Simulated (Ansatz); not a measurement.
An element in the bcc structure gives these cold pressures by all-electron LAPW under LDA (Ansatz 0.2.0, scalar-relativistic, no spin polarisation).

```
V (Å³/atom)  P (GPa)
      16.21     0.06
      14.91     7.46
      13.62    18.79
      12.32     36.4
      11.02     64.7
       9.73    110.7
       8.43    189.5
       7.30    308.4
```

Task: Which element is it?

Result: Al. Its zero-pressure volume in this structure is near 16.2 Å³/atom; the volume and the steepness of P(V) together point to it, though neighbours can come close. This is the case that was computed; others weren't tested.
